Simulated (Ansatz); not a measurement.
# Si2W: the crystal squeezed far

How does Si2W (AlB2 type) answer strong compression, and how long do frozen cores keep up with all electrons? The runs shown use LAPW, crystal datasets and norm-conserving. Companion runs by PAW are cited. Its runs: the reference run (LAPW); volume scaled by 1 (crystal datasets and norm-conserving); volume scaled by 0.94 (LAPW and norm-conserving); volume scaled by 0.88 (LAPW and norm-conserving); volume scaled by 0.8 (LAPW and norm-conserving); volume scaled by 0.72 (LAPW and crystal datasets); volume scaled by 0.62 (LAPW, crystal datasets and norm-conserving).

Computed with Ansatz 0.2.0 (DFT PBE, with the methods named in each step, unless a step's input says otherwise).

1 further run of the same task is left out (it didn't finish).

### Step 1. The system as given

The structure is hexagonal, space group P6/mmm (No. 191). The conventional cell has a = 4.345 Å, b = 4.345 Å, c = 2.597 Å, α = 90.00°, β = 90.00°, γ = 120.00°. Around W (site symmetry 6/mmm) lie 2 W at 2.60 Å and 12 Si at 2.82 Å. Si (site symmetry -6m2) is surrounded by 5 Si at 2.51 to 2.60 Å and 6 W at 2.82 Å.

Structure file:

```cif
data_structure
_symmetry_space_group_name_H-M 'P 1'
_symmetry_Int_Tables_number 1
_cell_length_a 4.3452
_cell_length_b 4.3452
_cell_length_c 2.5968
_cell_angle_alpha 90.000
_cell_angle_beta 90.000
_cell_angle_gamma 120.000
_cell_volume 42.46
loop_
_atom_site_label
_atom_site_type_symbol
_atom_site_fract_x
_atom_site_fract_y
_atom_site_fract_z
_atom_site_occupancy
W1 W 0.00000 0.00000 0.00000 1
Si1 Si 0.33333 0.66667 0.50000 1
Si2 Si 0.66667 0.33333 0.50000 1
```

Whether this phase is the stable one at these pressures isn't tested.

Atoms are numbered in the order of the input: W1, Si2, Si3.

### Step 2. The reference volume, LAPW

input.yaml

```yaml
crystal:
  lattice:
    - [4.3451759276, 0.0, 0.0]
    - [-2.1725879638, 3.7630327372, 0.0]
    - [0.0, 0.0, 2.5967816072]
  atoms:
    - { symbol: W, position: [0.0, 0.0, 0.0] }
    - { symbol: Si, position: [0.3333333333, 0.6666666667, 0.5] }
    - { symbol: Si, position: [0.6666666667, 0.3333333333, 0.5] }
kpoints:
  mp_grid: { grid: [10, 10, 8] }
  band_path:
    path:
      - [0.0, 0.0, 0.0]
      - [0.5, 0.0, 0.0]
      - [0.3333333333, 0.3333333333, 0.0]
      - [0.0, 0.0, 0.0]
      - [0.0, 0.0, 0.5]
      - [0.5, 0.0, 0.5]
      - [0.3333333333, 0.3333333333, 0.5]
      - [0.0, 0.0, 0.5]
      - [0.5, 0.0, 0.5]
    npoints: 14
scf:
  occupations: { method: fermi_dirac, width: 0.1 }
hamiltonian:
  xc: pbe
  pseudopotentials: { kind: all_electron, lapw: { basis_error: 0.001 } }
output:
  forces: true
  stress: true
  eigenvalues: true
  populations: true
  dos: { projected: true, de: 0.2, e_range: [-14, 8] }
```

Launch:

```console
$ ansatz run input.yaml --threads 1 --pin off --max-ram 3072MiB --backend cpu --events-out ev --progress --plain --runs-dir out
```

What it wrote, cut to the lines that bear on the results:

```text
W: projections on atomic orbitals take those of the free atom 1s2 2s2 2p6 3s2 3p6 3d10 4s2 4p6 4d10 4f14 5s2 5p6 5d4 6s2, of charge +0.00 (hamiltonian.pseudopotentials.projection_atoms)
Si: projections on atomic orbitals take those of the free atom 1s2 2s2 2p6 3s2 3p2, of charge +0.00 (hamiltonian.pseudopotentials.projection_atoms)
LAPW: plane waves up to 9.308 Å⁻¹, error target 1.0e-3 eV per atom; small_component_spin mean_spin; Si in spheres of 1.254 Å, 12 of its electrons in bands, Dirac shells []; W in spheres of 1.298 Å, 44 of its electrons in bands, Dirac shells []
[...]
Pseudopotentials: kind: all_electron
Pseudopotential: W, LAPW, valence charge 44, Koelling and Harmon's equation, gaussian nucleus
[...]
Free energy (F): -454985.721473 eV
[...]
E sigma→0 (E₀):  -454985.693559 eV
Entropy (-TS):   -0.055827 eV (-18.609 meV/atom)
Fermi energy:    19.839394 eV
[...]
--- Forces (eV/Å), atoms counted from 1 ---
  atom   1  W     -0.00000000    -0.00000000     0.00000000
  atom   2  Si     0.00000000    -0.00000000     0.00000000
  atom   3  Si    -0.00000000     0.00000000     0.00000000
[...]
--- Stress (GPa, compression-positive) ---
        0.071128       0.000000       0.000000
        0.000000       0.071128      -0.000000
        0.000000      -0.000000       0.004507
  P = ⅓ Tr σ = 0.0489 GPa (0.489 kbar)
--- Band table (eV; the first three rows and the last of 70) ---
[...]
--- Löwdin populations: 3 sites ---
  site symbol       q [e]
     0      W     73.8012
     1     Si     13.9573
     2     Si     13.9573
  spilling = 0.002787 (of n_electrons = 102.000000)
```

Run time: 38 s. Hardware: 1 thread of Intel Xeon 6975P-C (Granite Rapids), shared host; peak memory 0.58 GiB.

Read from it: pressure 0.05 GPa; no gap.

Levels at the path's labelled points, in eV from the Fermi level:

```csv
point,band 31,band 32,band 33,band 34,band 35,band 36,band 37
Γ,-5.39,-4.92,-1.47,-1.47,2.27,2.27,3.55
M,-5.84,-3.22,-2.46,1.61,2.13,2.14,3.11
K,-4.10,-2.64,-2.64,1.81,1.81,1.95,3.41
Γ,-5.39,-4.92,-1.47,-1.47,2.27,2.27,3.55
A,-4.80,-2.04,-2.04,-1.67,-1.67,-1.18,0.79
L,-5.74,-5.71,-0.83,-0.24,0.44,0.68,1.75
H,-5.45,-3.81,-2.24,-0.56,-0.56,0.60,0.60
A,-4.80,-2.04,-2.04,-1.67,-1.67,-1.18,0.79
L,-5.74,-5.71,-0.83,-0.24,0.44,0.68,1.75
```

States per cell, counted by energy window (eV from the Fermi level, on a grid of 0.20 eV):

```csv
from,to,total,W 5d,Si 3p,Si 3s
-10,-9,0.86,0.16,0.26,0.41
-9,-8,0.53,0.11,0.21,0.19
-8,-7,0.71,0.13,0.38,0.15
-7,-6,0.96,0.19,0.59,0.09
-6,-5,1.38,0.44,0.80,0.07
-5,-4,1.61,0.66,0.75,0.10
-4,-3,1.29,0.61,0.53,0.09
-3,-2,2.04,1.22,0.63,0.11
-2,-1,1.22,0.65,0.27,0.14
-1,0,1.42,0.80,0.32,0.18
0,1,1.77,0.98,0.43,0.19
1,2,2.35,1.29,0.53,0.27
2,3,1.91,0.87,0.47,0.24
3,4,2.05,0.59,0.69,0.23
4,5,1.36,0.26,0.52,0.09
```

### Step 3. Volume scaled by 1, crystal datasets

input.yaml

```yaml
crystal:
  lattice:
    - [4.3451759276, 0.0, 0.0]
    - [-2.1725879638, 3.7630327372, 0.0]
    - [0.0, 0.0, 2.5967816072]
  atoms:
    - { symbol: W, position: [0.0, 0.0, 0.0] }
    - { symbol: Si, position: [0.3333333333, 0.6666666667, 0.5] }
    - { symbol: Si, position: [0.6666666667, 0.3333333333, 0.5] }
kpoints:
  mp_grid: { grid: [10, 10, 8] }
scf:
  occupations: { method: fermi_dirac, width: 0.1 }
hamiltonian:
  xc: pbe
  pseudopotentials: { kind: all_electron, datasets: crystal }
output:
  forces: true
  stress: true
  eigenvalues: true
```

Launch:

```console
$ ansatz run input.yaml --threads 1 --pin off --max-ram 3072MiB --backend cpu --events-out ev --progress --plain --runs-dir out
```

What it wrote, cut to the lines that bear on the results:

```text
[...]
[... 1 set-up line as earlier in the session ...]
Pseudopotential: W, paw, valence charge 28, recommended cutoff 300 eV (normal), Koelling and Harmon's equation, gaussian nucleus
Pseudopotential: Si, paw, valence charge 4, recommended cutoff 300 eV (normal), Koelling and Harmon's equation, gaussian nucleus
Functional definition: PBE
[...]
Crystal: 3 atoms, lattice volume = 42.460 Å³
[...]
--- Band table (eV; the first three rows and the last of 70) ---
  k-point 0: bands = ["-54.5999", "-18.8953", "-18.8953", "-18.2070", "5.6856", "13.3113", "13.3113", "14.4507", "14.9165", "18.3713", "18.3713", "22.1098", "22.1098", "23.3879", "23.3879"]
[...]
  guard bands above this table: 0 of the run's 15 bands, where the rule asks 2: the bands that hold charge and the lowest empty level above them stay in the table. A level can be missing at the table's top as with no guard band: raise scf.n_extra_bands
```

Wall time 14 s (1 thread of Intel Xeon 6975P-C (Granite Rapids), shared host); peak memory 0.74 GiB.

In short: pressure 0.05 GPa; no gap.

### Step 4. Volume scaled by 1, norm-conserving

input.yaml: that of step 3 with these lines changed.

```diff
@@ -15,3 +15,3 @@
   xc: pbe
-  pseudopotentials: { kind: all_electron, datasets: crystal }
+  pseudopotentials: { kind: nc }
 output:
```

Launch:

```console
$ ansatz run input.yaml --threads 1 --pin off --max-ram 3072MiB --backend cpu --events-out ev --progress --plain --runs-dir out
```

What it wrote, cut to the lines that bear on the results:

```text
[...]
Pseudopotentials: kind: nc
Pseudopotential: W, nc, valence charge 14, recommended cutoff 1006.821291 eV (normal), W.nc.azcp (PseudoDojo's, or run here from an input of PseudoDojo's: the run reads no file of this project's for it)
Pseudopotential: Si, nc, valence charge 4, recommended cutoff 489.804952 eV (normal), Si.nc.azcp
[... 1 set-up line as earlier in the session ...]
[...]
Crystal: 3 atoms, lattice volume = 42.460 Å³
[...]
  atom   3  Si     0.00000000     0.00000000     0.00000000
[...]
--- Stress (GPa, compression-positive) ---
        0.134155       0.000000      -0.000000
        0.000000       0.134155      -0.000000
       -0.000000      -0.000000       0.028260
  P = ⅓ Tr σ = 0.0989 GPa (0.989 kbar)
--- Band table (eV; the first three rows and the last of 70) ---
  k-point 0: bands = ["-58.3133", "-22.5561", "-22.5561", "-21.8710", "2.0555", "9.6872", "9.6872", "10.8234", "11.2905", "14.7443", "14.7443", "18.4867", "18.4867", "19.7657", "19.7657"]
[...]
```

It took 5.9 s on 1 thread of Intel Xeon 6975P-C (Granite Rapids), shared host; peak memory 0.44 GiB.

In short: pressure 0.10 GPa; no gap.

### Step 5. Volume scaled by 0.94, LAPW

input.yaml: that of step 4 with these lines changed.

```diff
@@ -2,5 +2,5 @@
   lattice:
-    - [4.3451759276, 0.0, 0.0]
-    - [-2.1725879638, 3.7630327372, 0.0]
-    - [0.0, 0.0, 2.5967816072]
+    - [4.2375073878, -1.0e-10, 0.0]
+    - [-2.1187536939, 3.6697890466, 0.0]
+    - [0.0, 0.0, 2.5665933992]
   atoms:
@@ -15,3 +15,3 @@
   xc: pbe
-  pseudopotentials: { kind: nc }
+  pseudopotentials: { kind: all_electron, lapw: { basis_error: 0.001 } }
 output:
@@ -20 +20,2 @@
   eigenvalues: true
+  populations: true
```

Launch:

```console
$ ansatz run input.yaml --threads 1 --pin off --max-ram 3072MiB --backend cpu --events-out ev --progress --plain --runs-dir out
```

What it wrote, cut to the lines that bear on the results:

```text
W: projections on atomic orbitals take those of the free atom 1s2 2s2 2p6 3s2 3p6 3d10 4s2 4p6 4d10 4f14 5s2 5p6 5d4 6s2, of charge +0.00 (hamiltonian.pseudopotentials.projection_atoms)
Si: projections on atomic orbitals take those of the free atom 1s2 2s2 2p6 3s2 3p2, of charge +0.00 (hamiltonian.pseudopotentials.projection_atoms)
[...]
--- Stress (GPa, compression-positive) ---
       12.305302      -0.000000       0.000000
       -0.000000      12.305302      -0.000000
        0.000000      -0.000000      12.329838
  P = ⅓ Tr σ = 12.3135 GPa (123.135 kbar)
--- Band table (eV; the first three rows and the last of 70) ---
[...]
--- Löwdin populations: 3 sites ---
  site symbol       q [e]
     0      W     73.8465
     1     Si     13.9279
     2     Si     13.9279
  spilling = 0.002919 (of n_electrons = 102.000000)
```

Wall time 26 s (1 thread of Intel Xeon 6975P-C (Granite Rapids), shared host); peak memory 0.58 GiB.

This run gives: pressure 12.31 GPa; no gap.

### Step 6. Volume scaled by 0.94, norm-conserving

input.yaml: that of step 5 with these lines changed.

```diff
@@ -15,3 +15,3 @@
   xc: pbe
-  pseudopotentials: { kind: all_electron, lapw: { basis_error: 0.001 } }
+  pseudopotentials: { kind: nc }
 output:
@@ -20,2 +20 @@
   eigenvalues: true
-  populations: true
```

Launch:

```console
$ ansatz run input.yaml --threads 1 --pin off --max-ram 3072MiB --backend cpu --events-out ev --progress --plain --runs-dir out
```

What it wrote, cut to the lines that bear on the results:

```text
[...]
[... 4 set-up lines as earlier in the session ...]
[...]
Crystal: 3 atoms, lattice volume = 39.912 Å³
[...]
--- Stress (GPa, compression-positive) ---
       12.406319      -0.000000      -0.000000
       -0.000000      12.406319      -0.000000
       -0.000000      -0.000000      12.391562
  P = ⅓ Tr σ = 12.4014 GPa (124.014 kbar)
--- Band table (eV; the first three rows and the last of 70) ---
  k-point 0: bands = ["-57.0510", "-21.3364", "-21.3364", "-20.5717", "2.6957", "10.4882", "10.4882", "12.1751", "12.2725", "15.9509", "15.9509", "19.7325", "19.7325", "21.2854", "21.2854"]
[...]
```

Run time: 5.3 s. Hardware: 1 thread of Intel Xeon 6975P-C (Granite Rapids), shared host; peak memory 0.43 GiB.

Read from it: pressure 12.40 GPa; no gap.

### Step 7. Volume scaled by 0.88, LAPW

input.yaml: that of step 6 with these lines changed.

```diff
@@ -2,5 +2,5 @@
   lattice:
-    - [4.2375073878, -1.0e-10, 0.0]
-    - [-2.1187536939, 3.6697890466, 0.0]
-    - [0.0, 0.0, 2.5665933992]
+    - [4.1244203477, 0.0, 0.0]
+    - [-2.0622101738, 3.571852797, 0.0]
+    - [0.0, 0.0, 2.5363371726]
   atoms:
@@ -15,3 +15,3 @@
   xc: pbe
-  pseudopotentials: { kind: nc }
+  pseudopotentials: { kind: all_electron, lapw: { basis_error: 0.001 } }
 output:
@@ -20 +20,2 @@
   eigenvalues: true
+  populations: true
```

Launch:

```console
$ ansatz run input.yaml --threads 1 --pin off --max-ram 3072MiB --backend cpu --events-out ev --progress --plain --runs-dir out
```

What it wrote, cut to the lines that bear on the results:

```text
W: projections on atomic orbitals take those of the free atom 1s2 2s2 2p6 3s2 3p6 3d10 4s2 4p6 4d10 4f14 5s2 5p6 5d4 6s2, of charge +0.00 (hamiltonian.pseudopotentials.projection_atoms)
Si: projections on atomic orbitals take those of the free atom 1s2 2s2 2p6 3s2 3p2, of charge +0.00 (hamiltonian.pseudopotentials.projection_atoms)
[...]
--- Stress (GPa, compression-positive) ---
       29.505291      -0.000000       0.000000
       -0.000000      29.505291       0.000000
        0.000000       0.000000      29.460934
  P = ⅓ Tr σ = 29.4905 GPa (294.905 kbar)
--- Band table (eV; the first three rows and the last of 70) ---
[...]
--- Löwdin populations: 3 sites ---
  site symbol       q [e]
     0      W     73.9001
     1     Si     13.8938
     2     Si     13.8938
  spilling = 0.003062 (of n_electrons = 102.000000)
```

Wall time 21 s (1 thread of Intel Xeon 6975P-C (Granite Rapids), shared host); peak memory 0.57 GiB.

Read from it: pressure 29.49 GPa; no gap.

### Step 8. Volume scaled by 0.88, norm-conserving

input.yaml: that of step 7 with these lines changed.

```diff
@@ -15,3 +15,3 @@
   xc: pbe
-  pseudopotentials: { kind: all_electron, lapw: { basis_error: 0.001 } }
+  pseudopotentials: { kind: nc }
 output:
@@ -20,2 +20 @@
   eigenvalues: true
-  populations: true
```

Launch:

```console
$ ansatz run input.yaml --threads 1 --pin off --max-ram 3072MiB --backend cpu --events-out ev --progress --plain --runs-dir out
```

What it wrote, cut to the lines that bear on the results:

```text
[...]
[... 4 set-up lines as earlier in the session ...]
[...]
Crystal: 3 atoms, lattice volume = 37.365 Å³
[...]
--- Stress (GPa, compression-positive) ---
       29.660722      -0.000000       0.000000
       -0.000000      29.660722       0.000000
        0.000000       0.000000      29.570875
  P = ⅓ Tr σ = 29.6308 GPa (296.308 kbar)
--- Band table (eV; the first three rows and the last of 70) ---
  k-point 0: bands = ["-55.6341", "-19.9742", "-19.9742", "-19.1139", "3.4254", "11.3955", "11.3955", "13.3679", "13.6972", "17.3328", "17.3328", "21.1089", "21.1089", "22.9961", "22.9961"]
[...]
```

Wall time 4.4 s (1 thread of Intel Xeon 6975P-C (Granite Rapids), shared host); peak memory 0.42 GiB.

In short: pressure 29.63 GPa; no gap.

### Step 9. Volume scaled by 0.8, LAPW

input.yaml: that of step 8 with these lines changed.

```diff
@@ -2,5 +2,5 @@
   lattice:
-    - [4.1244203477, 0.0, 0.0]
-    - [-2.0622101738, 3.571852797, 0.0]
-    - [0.0, 0.0, 2.5363371726]
+    - [3.9756512709, 0.0, 0.0]
+    - [-1.9878256354, 3.4430149972, 0.0]
+    - [0.0, 0.0, 2.481553129]
   atoms:
@@ -15,3 +15,3 @@
   xc: pbe
-  pseudopotentials: { kind: nc }
+  pseudopotentials: { kind: all_electron, lapw: { basis_error: 0.001 } }
 output:
@@ -20 +20,2 @@
   eigenvalues: true
+  populations: true
```

Launch:

```console
$ ansatz run input.yaml --threads 1 --pin off --max-ram 3072MiB --backend cpu --events-out ev --progress --plain --runs-dir out
```

What it wrote, cut to the lines that bear on the results:

```text
W: projections on atomic orbitals take those of the free atom 1s2 2s2 2p6 3s2 3p6 3d10 4s2 4p6 4d10 4f14 5s2 5p6 5d4 6s2, of charge +0.00 (hamiltonian.pseudopotentials.projection_atoms)
Si: projections on atomic orbitals take those of the free atom 1s2 2s2 2p6 3s2 3p2, of charge +0.00 (hamiltonian.pseudopotentials.projection_atoms)
[...]
--- Stress (GPa, compression-positive) ---
       64.305721       0.000000      -0.000000
        0.000000      64.305721      -0.000000
       -0.000000      -0.000000      64.295715
  P = ⅓ Tr σ = 64.3024 GPa (643.024 kbar)
--- Band table (eV; the first three rows and the last of 70) ---
[...]
--- Löwdin populations: 3 sites ---
  site symbol       q [e]
     0      W     73.9836
     1     Si     13.8417
     2     Si     13.8417
  spilling = 0.003265 (of n_electrons = 102.000000)
```

It took 24 s on 1 thread of Intel Xeon 6975P-C (Granite Rapids), shared host; peak memory 0.57 GiB.

Read from it: pressure 64.30 GPa; no gap.

### Step 10. Volume scaled by 0.8, norm-conserving

input.yaml: that of step 9 with these lines changed.

```diff
@@ -15,3 +15,3 @@
   xc: pbe
-  pseudopotentials: { kind: all_electron, lapw: { basis_error: 0.001 } }
+  pseudopotentials: { kind: nc }
 output:
@@ -20,2 +20 @@
   eigenvalues: true
-  populations: true
```

Launch:

```console
$ ansatz run input.yaml --threads 1 --pin off --max-ram 3072MiB --backend cpu --events-out ev --progress --plain --runs-dir out
```

What it wrote, cut to the lines that bear on the results:

```text
[...]
[... 4 set-up lines as earlier in the session ...]
[...]
Crystal: 3 atoms, lattice volume = 33.968 Å³
[...]
--- Stress (GPa, compression-positive) ---
       64.529660       0.000000      -0.000000
        0.000000      64.529660      -0.000000
       -0.000000      -0.000000      64.539141
  P = ⅓ Tr σ = 64.5328 GPa (645.328 kbar)
--- Band table (eV; the first three rows and the last of 70) ---
  k-point 0: bands = ["-53.4860", "-17.9189", "-17.9189", "-16.8639", "4.5824", "12.7839", "12.7839", "14.9808", "15.9483", "19.4745", "19.4745", "23.2757", "23.2757", "25.6105", "25.6105"]
[...]
```

Run time: 4.4 s. Hardware: 1 thread of Intel Xeon 6975P-C (Granite Rapids), shared host; peak memory 0.42 GiB.

Result: pressure 64.53 GPa; no gap.

### Step 11. Volume scaled by 0.72, LAPW

input.yaml: that of step 10 with these lines changed.

```diff
@@ -2,5 +2,5 @@
   lattice:
-    - [3.9756512709, 0.0, 0.0]
-    - [-1.9878256354, 3.4430149972, 0.0]
-    - [0.0, 0.0, 2.481553129]
+    - [3.8282547398, 0.0, 0.0]
+    - [-1.9141273699, 3.3153658569, 0.0]
+    - [0.0, 0.0, 2.4086904724]
   atoms:
@@ -15,3 +15,3 @@
   xc: pbe
-  pseudopotentials: { kind: nc }
+  pseudopotentials: { kind: all_electron, lapw: { basis_error: 0.001 } }
 output:
@@ -20 +20,2 @@
   eigenvalues: true
+  populations: true
```

Launch:

```console
$ ansatz run input.yaml --threads 1 --pin off --max-ram 3072MiB --backend cpu --events-out ev --progress --plain --runs-dir out
```

What it wrote, cut to the lines that bear on the results:

```text
W: projections on atomic orbitals take those of the free atom 1s2 2s2 2p6 3s2 3p6 3d10 4s2 4p6 4d10 4f14 5s2 5p6 5d4 6s2, of charge +0.00 (hamiltonian.pseudopotentials.projection_atoms)
Si: projections on atomic orbitals take those of the free atom 1s2 2s2 2p6 3s2 3p2, of charge +0.00 (hamiltonian.pseudopotentials.projection_atoms)
[...]
--- Stress (GPa, compression-positive) ---
      120.474340       0.000000       0.000000
        0.000000     120.474340       0.000000
        0.000000       0.000000     120.457080
  P = ⅓ Tr σ = 120.4686 GPa (1204.686 kbar)
--- Band table (eV; the first three rows and the last of 70) ---
[...]
--- Löwdin populations: 3 sites ---
  site symbol       q [e]
     0      W     74.0785
     1     Si     13.7830
     2     Si     13.7830
  spilling = 0.003485 (of n_electrons = 102.000000)
```

Run time: 26 s. Hardware: 1 thread of Intel Xeon 6975P-C (Granite Rapids), shared host; peak memory 0.57 GiB.

This run gives: pressure 120.47 GPa; no gap.

### Step 12. Volume scaled by 0.72, crystal datasets

input.yaml: that of step 11 with these lines changed.

```diff
@@ -15,3 +15,3 @@
   xc: pbe
-  pseudopotentials: { kind: all_electron, lapw: { basis_error: 0.001 } }
+  pseudopotentials: { kind: all_electron, datasets: crystal }
 output:
@@ -20,2 +20 @@
   eigenvalues: true
-  populations: true
```

Launch:

```console
$ ansatz run input.yaml --threads 1 --pin off --max-ram 3072MiB --backend cpu --events-out ev --progress --plain --runs-dir out
```

What it wrote, cut to the lines that bear on the results:

```text
[...]
[... 1 set-up line as earlier in the session ...]
Pseudopotential: W, paw, valence charge 28, recommended cutoff 340 eV (normal), Koelling and Harmon's equation, gaussian nucleus
Pseudopotential: Si, paw, valence charge 12, recommended cutoff 340 eV (normal), Koelling and Harmon's equation, gaussian nucleus
[... 1 set-up line as earlier in the session ...]
[...]
Crystal: 3 atoms, lattice volume = 30.571 Å³
[...]
--- Stress (GPa, compression-positive) ---
      120.474149       0.000000       0.000000
        0.000000     120.474149       0.000000
        0.000000       0.000000     120.465598
  P = ⅓ Tr σ = 120.4713 GPa (1204.713 kbar)
  It holds what live shells' own plane waves past their cutoff add
--- Band table (eV; the first three rows and the last of 70) ---
  k-point 0: bands = ["-45.9452", "-10.5197", "-10.5197", "-9.1537", "11.0667", "19.4672", "19.4672", "21.8645", "23.5716", "27.1055", "27.1055", "30.9538", "30.9538", "33.7319"]
[...]
```

Wall time 18 s (1 thread of Intel Xeon 6975P-C (Granite Rapids), shared host); peak memory 0.81 GiB.

In short: pressure 120.47 GPa; no gap.

(Part 1 of 2 ends here.)
